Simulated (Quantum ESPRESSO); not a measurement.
Set up this calculation in Quantum ESPRESSO 7.5, as the native input.

* Task: band structure
* Functional: PBE
* Potentials or basis: JTH 2.0 PBE
* Cutoff: 612 eV
* Density cutoff: 3674 eV
* k mesh: 7 × 7 × 7
* Occupations: fermi-dirac, width 0.05 eV
* Spin: no spin polarisation
* Mixing beta: 0.5
* Most SCF iterations: 120
* SCF threshold: 4e-10 Ry

The system is TePb.

```
Pb Te
1.0
     0.00000    3.23100    3.23100
     3.23100    0.00000    3.23100
     3.23100    3.23100    0.00000
Pb Te
1 1
Direct
  0.00000 0.00000 0.00000
  0.50000 0.50000 0.50000
```

One way to write it, as run:

pw.in

```
&CONTROL
  calculation = 'scf'
  prefix = 'pwscf'
  outdir = './tmp'
  pseudo_dir = './pseudo'
  tprnfor = .true.
  tstress = .true.
  disk_io = 'low'
/
&SYSTEM
  ibrav = 0
  nat = 2
  ntyp = 2
  ecutwfc = 45
  ecutrho = 270
  nbnd = 16
  occupations = 'smearing'
  smearing = 'fd'
  degauss = 0.00367493
/
&ELECTRONS
  conv_thr = 4d-10
  electron_maxstep = 120
  mixing_beta = 0.5
/
ATOMIC_SPECIES
Pb   207.2000 Pb.GGA_PBE-JTH.UPF
Te   127.6000 Te.GGA_PBE-JTH.UPF
CELL_PARAMETERS angstrom
   0.0000000000    3.2310000000    3.2310000000
   3.2310000000    0.0000000000    3.2310000000
   3.2310000000    3.2310000000    0.0000000000
ATOMIC_POSITIONS angstrom
Pb     0.0000000000    0.0000000000    0.0000000000
Te     3.2310000000    3.2310000000    3.2310000000
K_POINTS automatic
7 7 7 0 0 0
```

bands.in

```
&CONTROL
  calculation = 'bands'
  prefix = 'pwscf'
  outdir = './tmp'
  pseudo_dir = './pseudo'
  disk_io = 'low'
  verbosity = 'high'
/
&SYSTEM
  ibrav = 0
  nat = 2
  ntyp = 2
  ecutwfc = 45
  ecutrho = 270
  nbnd = 16
  occupations = 'smearing'
  smearing = 'fd'
  degauss = 0.00367493
/
&ELECTRONS
  conv_thr = 1d-08
  electron_maxstep = 120
  mixing_beta = 0.5
  diago_full_acc = .true.
  startingwfc = 'random'
/
ATOMIC_SPECIES
Pb   207.2000 Pb.GGA_PBE-JTH.UPF
Te   127.6000 Te.GGA_PBE-JTH.UPF
CELL_PARAMETERS angstrom
   0.0000000000    3.2310000000    3.2310000000
   3.2310000000    0.0000000000    3.2310000000
   3.2310000000    3.2310000000    0.0000000000
ATOMIC_POSITIONS angstrom
Pb     0.0000000000    0.0000000000    0.0000000000
Te     3.2310000000    3.2310000000    3.2310000000
K_POINTS crystal
60
 0.0000000000  0.0000000000  0.0000000000 1
 0.0625000000  0.0000000000  0.0625000000 1
 0.1250000000  0.0000000000  0.1250000000 1
 0.1875000000  0.0000000000  0.1875000000 1
 0.2500000000  0.0000000000  0.2500000000 1
 0.3125000000  0.0000000000  0.3125000000 1
 0.3750000000  0.0000000000  0.3750000000 1
 0.4375000000  0.0000000000  0.4375000000 1
 0.5000000000  0.0000000000  0.5000000000 1
 0.5000000000  0.0625000000  0.5625000000 1
 0.5000000000  0.1250000000  0.6250000000 1
 0.5000000000  0.1875000000  0.6875000000 1
 0.5000000000  0.2500000000  0.7500000000 1
 0.4375000000  0.3125000000  0.7500000000 1
 0.3750000000  0.3750000000  0.7500000000 1
 0.3375000000  0.3375000000  0.6750000000 1
 0.3000000000  0.3000000000  0.6000000000 1
 0.2625000000  0.2625000000  0.5250000000 1
 0.2250000000  0.2250000000  0.4500000000 1
 0.1875000000  0.1875000000  0.3750000000 1
 0.1500000000  0.1500000000  0.3000000000 1
 0.1125000000  0.1125000000  0.2250000000 1
 0.0750000000  0.0750000000  0.1500000000 1
 0.0375000000  0.0375000000  0.0750000000 1
 0.0000000000  0.0000000000  0.0000000000 1
 0.0625000000  0.0625000000  0.0625000000 1
 0.1250000000  0.1250000000  0.1250000000 1
 0.1875000000  0.1875000000  0.1875000000 1
 0.2500000000  0.2500000000  0.2500000000 1
 0.3125000000  0.3125000000  0.3125000000 1
 0.3750000000  0.3750000000  0.3750000000 1
 0.4375000000  0.4375000000  0.4375000000 1
 0.5000000000  0.5000000000  0.5000000000 1
 0.5250000000  0.4500000000  0.5250000000 1
 0.5500000000  0.4000000000  0.5500000000 1
 0.5750000000  0.3500000000  0.5750000000 1
 0.6000000000  0.3000000000  0.6000000000 1
 0.6250000000  0.2500000000  0.6250000000 1
 0.5833333333  0.2500000000  0.6666666667 1
 0.5416666667  0.2500000000  0.7083333333 1
 0.5000000000  0.2500000000  0.7500000000 1
 0.5000000000  0.2857142857  0.7142857143 1
 0.5000000000  0.3214285714  0.6785714286 1
 0.5000000000  0.3571428571  0.6428571429 1
 0.5000000000  0.3928571429  0.6071428571 1
 0.5000000000  0.4285714286  0.5714285714 1
 0.5000000000  0.4642857143  0.5357142857 1
 0.5000000000  0.5000000000  0.5000000000 1
 0.4821428571  0.4821428571  0.5357142857 1
 0.4642857143  0.4642857143  0.5714285714 1
 0.4464285714  0.4464285714  0.6071428571 1
 0.4285714286  0.4285714286  0.6428571429 1
 0.4107142857  0.4107142857  0.6785714286 1
 0.3928571429  0.3928571429  0.7142857143 1
 0.3750000000  0.3750000000  0.7500000000 1
 0.6250000000  0.2500000000  0.6250000000 1
 0.5937500000  0.1875000000  0.5937500000 1
 0.5625000000  0.1250000000  0.5625000000 1
 0.5312500000  0.0625000000  0.5312500000 1
 0.5000000000  0.0000000000  0.5000000000 1
```

Potentials or basis: JTH 2.0 PBE.

The run is started by

```console
$ OMP_NUM_THREADS=1 pw.x -in pw.in > pw.out
$ OMP_NUM_THREADS=1 pw.x -in bands.in > bands.out
```

Results of the run:

The pressure is 2.1 GPa and the band gap along the path is 0.71 eV, direct.

Caveat: the cutoff is low for these files, which shifts pressure and relaxed volume; this odd mesh misses L, where the gap lies, so gap, dielectric constants and Born charges aren't listed; some levels on the path didn't converge; spin-orbit coupling is left out, which moves the levels of the heavy elements.

Wall time 94 s on 1 thread of Arm Neoverse V1, on a shared host, peak memory 0.17 GiB.
